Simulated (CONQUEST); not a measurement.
Wanted: the native input for a CONQUEST 1.3 run.

```
Task                : single point
Functional          : PBEsol
Potentials or basis : PseudoDojo NC PBEsol, DZP, grid cutoff 150 Ha
k mesh              : 9 × 9 × 6
Occupations         : fermi-dirac, width 0.05 eV
Spin                : collinear spin, ferromagnetic start
Starting moments    : [3.0, 3.0, 0.0, 0.0] μB
Solver              : diagonalisation
SCF tolerance       : 1e-06
```

FeO (Wuestite):

```
CELL_PARAMETERS angstrom
3.04820 0.00000 0.00000
0.00000 3.04820 0.00000
0.00000 0.00000 4.31080
ATOMIC_POSITIONS crystal
Fe 0.00000 0.00000 0.00000
Fe 0.50000 0.50000 0.50000
O 0.00000 0.00000 0.50000
O 0.50000 0.50000 0.00000
```

One way to write it, as run:

Conquest_input

```
IO.Title FeO
IO.Coordinates coords.dat
IO.FractionalAtomicCoords T
IO.Iprint 2
IO.Iprint_init 1
General.NumberOfSpecies 2
General.PseudopotentialType hamann
AtomMove.TypeOfRun static
AtomMove.FullStress T
Grid.GridCutoff 150
DM.SolutionMethod diagon
Diag.MPMesh T
Diag.GammaCentred T
Diag.MPMeshX 9
Diag.MPMeshY 9
Diag.MPMeshZ 6
Diag.kT 0.00183747
minE.SCTolerance 1e-6
SC.MaxIters 100
IO.AtomChargeOutput T
Spin.SpinPolarised T
Spin.FixSpin F
SC.LinearMixingFactor 0.3
SC.MaxPulay 8
IO.DumpChargeDensity T
IO.DumpESPot T
%block ChemicalSpeciesLabel
1 55.850 Fe
2 16.000 O
%endblock
%block Fe
Atom.SpinNeUp 9.5000
Atom.SpinNeDn 6.5000
%endblock
%block O
Atom.SpinNeUp 3.0000
Atom.SpinNeDn 3.0000
%endblock
```

coords.dat

```
    5.7602554479     0.0000000000     0.0000000000
    0.0000000000     5.7602554479     0.0000000000
    0.0000000000     0.0000000000     8.1462313780
4
  0.0000000000   0.0000000000   0.0000000000 1 T T T
  0.5000000000   0.5000000000   0.5000000000 1 T T T
  0.0000000000   0.0000000000   0.5000000000 2 T T T
  0.5000000000   0.5000000000   0.0000000000 2 T T T
```

Potentials or basis: PseudoDojo NC PBEsol, DZP, grid cutoff 150 Ha.

Run with:

```bash
$ OMP_NUM_THREADS=1 Conquest
```

It gave:

```
Pressure               : -7.5 GPa
Band gap on the k mesh : none (metal or under the smearing width)
Net moment             : 8.00 μB per cell
Site moments           : Fe +3.69; O +0.31 μB
Mulliken charges       : Fe +0.92; O -0.92 e
```

Caveat: Mulliken charges move with the basis; the box holds several primitive cells, so bands are folded and the points are those of the box's own zone; moments can come out somewhat high in this basis; the basis of atomic orbitals isn't converged, which shifts pressures, moduli and gaps; semilocal functionals often make such compounds metallic where correlation or magnetic order opens a gap, which also shifts bond lengths; only a ferromagnetic start was run, and an antiferromagnetic order may lie lower in energy.

Run time: 9.1 min on 1 thread of AMD EPYC 7R43 64-Core Processor (Zen 3) (shared host), peak memory 0.7 GiB.
